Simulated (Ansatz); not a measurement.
Diamond Si, relaxed with r2SCAN in Ansatz 0.2.0: the symmetry is Fd-3m (No. 227, cubic); a = 5.444 Å in the conventional setting, 20.17 Å³ an atom. Si is surrounded by 4 Si at 2.36 Å. The primitive cell holds 2 atoms in 40.34 Å³. Spin-unpolarised throughout; all numbers are computed.

Computed values: HSE06 (6×6×6) gives a least gap of 1.14 eV and a least direct gap of 3.31 eV. r2SCAN's ε∞ is 11.71.

**Question.** What is the density?

**Answer.** The cell holds 2 Si: M = 2×28.085 = 56.17 u in V = 40.34 Å³. ρ = 1.66054 × M/V = 1.66054 × 56.17/40.34 = 2.312 g/cm³, for the static r2SCAN lattice.

**Question.** At what wavelength does absorption set in by HSE06, excitons left aside?

**Answer.** λ = 1239.84 eV nm/E: 1088 nm for the least gap, where it needs phonons and is weak, and 375 nm for direct transitions.

**Question.** What refractive index and reflectivity at normal incidence follow, below the gap and above the phonons?

**Answer.** n = √11.71 = 3.422; R = ((n − 1)/(n + 1))² = (2.422/4.422)² = 30.0 % a face.

The meshes of the hybrids are coarse, so their gaps aren't converged to the digits shown.
